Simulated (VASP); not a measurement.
# Sm (I4/mmm) in VASP: further runs

Runs on Sm. Level: PBE. Tasks: single point.

Program: VASP 6.6.1. These are calculated values, not measurements. Logs are shortened: lines on timing, memory, paths and dates and some standing lists are left out, and cuts for length are marked.

## Step 1: The structure

Symmetry: I4/mmm, No. 139, tetragonal system. The conventional cell has a = 3.635 Å, b = 3.635 Å, c = 5.122 Å, α = 90.00°, β = 90.00°, γ = 90.00°. Sm (site symmetry 4/mmm) has 12 Sm at 3.63 Å as nearest neighbours.

This isn't the form of Sm at room conditions, which is rhombohedral.

## Step 2: Single point, PBE, collinear spin, ferromagnetic start

Contents of INCAR:

```
SYSTEM = Sm
PREC = Accurate
ENCUT = 220
EDIFF = 1E-6
ISMEAR = 1
SIGMA = 0.2
LREAL = .False.
LASPH = .True.
NELM = 100
ALGO = Normal
ISIF = 2
LWAVE = .False.
LCHARG = .False.
ISPIN = 2
MAGMOM = 5
LORBIT = 11
LMAXMIX = 6
GGA = PE
ADDGRID = .False.
```

Contents of KPOINTS:

```
regular mesh
0
Gamma
  6 6 6
  0 0 0
```

Contents of POSCAR:

```
Sm
1.0
   -1.8173030691      1.8173030691      2.5609871902
    1.8173030691     -1.8173030691      2.5609871902
    1.8173030691      1.8173030691     -2.5609871902
Sm
1
Direct
    0.0000000000      0.0000000000      0.0000000000
```

Potentials or basis: VASP PAW PBE potentials, release 64 (Sm).

Launch:

```sh
> cat potpaw_PBE.64/Sm/POTCAR > POTCAR
> mpirun -np 1 vasp_std > vasp.out
```

OUTCAR:

```text
SYSTEM = Sm
   PREC = Accurate
   ENCUT = 220
   EDIFF = 1E-6
   ISMEAR = 1
   LREAL = .False.
   LASPH = .True.
   NELM = 100
   ISIF = 2
   ISPIN = 2
   LORBIT = 11
   GGA = PE

 Found     30 irreducible k-points:

 Following reciprocal coordinates:
            Coordinates               Weight
  0.000000  0.000000  0.000000      1.000000
  0.166667  0.000000 -0.000000      8.000000
  0.333333  0.000000 -0.000000      8.000000
  0.500000  0.000000  0.000000      4.000000
  0.166667  0.166667  0.000000      8.000000
  0.333333  0.166667  0.000000     16.000000
   k-points           NKPTS =     30   k-points in BZ     NKDIM =     30   number of bands    NBANDS=     15
   number of dos      NEDOS =    301   number of ions     NIONS =      1
   total plane-waves  NPLWV =   5832
   dimension x,y,z NGX =    18 NGY =   18 NGZ =   18
   dimension x,y,z NGXF=    36 NGYF=   36 NGZF=   36
   ions per type =               1
   NGX,Y,Z   is equivalent  to a cutoff of   8.25,  8.25,  8.25 a.u.
   NGXF,Y,Z  is equivalent  to a cutoff of  16.50, 16.50, 16.50 a.u.
 SYSTEM =  Sm
   PREC   = accura    normal or accurate (medium, high low for compatibility)
   ISTART =      0    job   : 0-new  1-cont  2-samecut
   ICHARG =      2    charge: 1-file 2-atom 10-const
   ISPIN  =      2    spin polarized calculation?
   LNONCOLLINEAR =      F non collinear calculations
   LSORBIT =      F    spin-orbit coupling
   LASPH  =      T    aspherical Exc in radial PAW
   ENCUT  =  220.0 eV  16.17 Ry    4.02 a.u.   4.39  4.39  4.39*2*pi/ulx,y,z
   NELM   =    100;   NELMIN=  2; NELMDL= -5     # of ELM steps
   EDIFF  = 0.1E-05   stopping-criterion for ELM
   LREAL  =      F    real-space projection
   EDIFFG = 0.1E-04   stopping-criterion for IOM
   NSW    =      0    number of steps for IOM
   IBRION =     -1    ionic relax: 0-MD 1-quasi-New 2-CG
   NFREE  =      0    steps in history (QN), initial steepest desc. (CG)
   ISIF   =      2    stress and relaxation
   ISYM   =      2    0-nonsym 1-usesym 2-fastsym
   POTIM  = 0.5000    time-step for ionic-motion
   TEBEG  =    0.0;   TEEND  =   0.0 temperature during run
   PSTRESS=    0.0 pullay stress
   NELECT =      16.0000    total number of electrons
   NUPDOWN=      -1.0000    fix difference up-down
   EMIN   =  10.00;   EMAX   =-10.00  energy-range for DOS
   EFERMI =   0.00;   METHOD = LEGACY
   ISMEAR =     1;   SIGMA  =   0.20  broadening in eV -4-tet -1-fermi 0-gaus
   EFERMI_NEDOS =   21; number of points for ismear=-14 and -15
   IALGO  =     38    algorithm
   IMIX   =      4    mixing-type and parameters
     AMIX     =   0.40;   BMIX     =  1.00
     AMIX_MAG =   1.60;   BMIX_MAG =  1.00
  volume/ion in A,a.u.               =      33.83       228.31
  Fermi-wavevector in a.u.,A,eV,Ry     =   1.275481  2.410310 22.134675  1.626853
  Thomas-Fermi vector in A             =   2.408191
   LORBIT       =     11    0 simple, 1 ext, 2 COOP (PROOUT), +10 PAW based schemes
   GGA     = PE    functional components
   LHFCALC =     F    Hartree Fock is set to
   AEXX    =    0.0000 exact exchange contribution
   IVDW    =     0    specifies the selected vdW correction
   LEPSILON=     F    determine dielectric tensor
   LRPA    =     F    only Hartree local field effects (RPA)
 spin polarized calculation
 Methfessel and Paxton  Order N= 1 SIGMA  =   0.20
  energy-cutoff  :      220.00
  volume of cell :       33.83
 maximum number of plane-waves:       262
 NGX is ok and might be reduce to    18
   NGX =  9   NGY =  9   NGZ =  9
[... 23 lines left out ...]
      1     -37.1432      1.00000
      2     -16.1951      1.00000
      3     -16.1948      1.00000
      4     -16.1948      1.00000
      5      -1.4290      1.00000
      6       2.7382      1.02588
      7       2.7697      1.03242
      8       2.7697      1.03242
      9       2.7701      1.03248
     10       2.8363      1.02949
     11       2.8363      1.02949
     12       2.8375      1.02903
     13       4.8297     -0.00000
     14       4.8297     -0.00000
[... 77 lines left out ...]
      2     -16.9959      1.00000
      3     -16.5014      1.00000
      4     -16.3227      1.00000
      5       1.4972      1.00000
      6       2.5568      1.00147
      7       2.5642      1.00172
      8       2.6130      1.00452
      9       2.6853      1.01428
     10       2.8852      0.99108
     11       3.0114      0.64406
     12       3.0374      0.53666
     13       3.9035     -0.00000
     14       4.2526     -0.00000
     15       5.4282     -0.00000

 [... further k-points ...]

 spin component 2

 k-point     1 :       0.0000    0.0000    0.0000
  band No.  band energies     occupation
      1     -34.5670      1.00000
      2     -14.2226      1.00000
      3     -14.2226      1.00000
      4     -14.2224      1.00000
      5      -0.3030      1.00000
      6       5.9371     -0.00000
      7       5.9915     -0.00000
      8       5.9915     -0.00000
      9       6.0223     -0.00000
     10       6.5731     -0.00000
     11       6.5731     -0.00000
     12       6.5814     -0.00000
     13       7.2423      0.00000
     14       7.2423      0.00000
[... 77 lines left out ...]
      2     -15.1354      1.00000
      3     -14.5712      1.00000
      4     -14.3638      1.00000
      5       2.7434      1.02706
      6       4.4947     -0.00000
      7       5.0682     -0.00000
      8       6.1418     -0.00000
      9       6.6277     -0.00000
     10       6.7054     -0.00000
     11       6.7760     -0.00000
     12       6.8287     -0.00000
     13       6.9975     -0.00000
     14       7.0124     -0.00000
     15       7.4365      0.00000

 [... further k-points ...]

------------------------ aborting loop because EDIFF is reached ----------------------------------------

  FORCE on cell =-STRESS in cart. coord.  units (eV):
  Direction    XX          YY          ZZ          XY          YZ          ZX
  --------------------------------------------------------------------------------------
  -------------------------------------------------------------------------------------
  Total       -2.7556289     -2.7556289     -2.7335115      0.0000000      0.0000000      0.0000000
  in kB     -130.4996043   -130.4996043   -129.4521784      0.0000000      0.0000000      0.0000000
  external PRESSURE =    -130.1504624 kB  Pullay stress =       0.0000000 kB

 VOLUME and BASIS-vectors are now :
 -----------------------------------------------------------------------------
  energy-cutoff  :      220.00
  volume of cell :       33.83
      direct lattice vectors                 reciprocal lattice vectors
    -1.817303069  1.817303069  2.560987190     0.000000000  0.275132975  0.195237212
     1.817303069 -1.817303069  2.560987190     0.275132975  0.000000000  0.195237212
     1.817303069  1.817303069 -2.560987190     0.275132975  0.275132975  0.000000000

 POSITION                                       TOTAL-FORCE (eV/Angst)
 -----------------------------------------------------------------------------------
      0.00000      0.00000      0.00000         0.000000      0.000000      0.000000
 -----------------------------------------------------------------------------------
    total drift:                                0.000000      0.000000      0.000000

  FREE ENERGIE OF THE ION-ELECTRON SYSTEM (eV)
  ---------------------------------------------------
  free  energy   TOTEN  =        -8.8536247518 eV

  energy  without entropy=       -8.8354086544  energy(sigma->0) =       -8.84755272

 total charge

# of ion       s       p       d       f       tot
--------------------------------------------------
    1        2.076   5.793   0.472   5.440  13.781

 magnetization (x)

# of ion       s       p       d       f       tot
--------------------------------------------------
    1       -0.006  -0.036   0.227   5.432   5.618
```

stdout:

```text
POSCAR found type information on POSCAR Sm
 POSCAR found :  1 types and       1 ions
 scaLAPACK will be used
 LDA part: xc-table for (Slater+PW92), standard interpolation
 POSCAR, INCAR and KPOINTS ok, starting setup
 FFT: planning ... GRIDC
 FFT: planning ... GRID_SOFT
 FFT: planning ... GRID
 WAVECAR not read
 entering main loop
```

It took 24 s on 1 thread of Intel Xeon Platinum 8488C (Sapphire Rapids), shared host; peak memory 0.13 GiB.

The run converged, but a check on its numbers failed (symmetry, net force, bounds or a known fault of this set-up), so they aren't taken as properties of the crystal.

Caveat: the k mesh is coarse (spacing up to 0.41 Å⁻¹), so the values aren't converged; the cutoff lies under the usual one of these potentials, so the numbers hold a large basis-set error; the magnetic or orbital state may not be the lowest.

## Step 3: Single point, PBE, collinear spin, ferromagnetic start

INCAR is that of step 2.

KPOINTS is that of step 2.

Contents of POSCAR:

```
Sm
1.0
   -1.8424340000      1.8281900000      2.5309280000
    1.8521830000     -1.8921630000      2.5832430000
    1.7732950000      1.8230240000     -2.5763240000
Sm
1
Direct
    0.0008670000     -0.0165060000      0.0081580000
```

Potentials or basis: VASP PAW PBE potentials, release 64 (Sm).

Launch:

```sh
> cat potpaw_PBE.64/Sm/POTCAR > POTCAR
> mpirun -np 1 vasp_std > vasp.out
```

It took 66 s on 1 thread of Intel Xeon Platinum 8488C (Sapphire Rapids), shared host; peak memory 0.15 GiB.

The run converged, but a check on its numbers failed (symmetry, net force, bounds or a known fault of this set-up), so they aren't taken as properties of the crystal.

Caveat: the k mesh is coarse (spacing up to 0.41 Å⁻¹), so the values aren't converged; the cutoff lies under the usual one of these potentials, so the numbers hold a large basis-set error; the magnetic or orbital state may not be the lowest.

(Continued in part 2 of 2.)
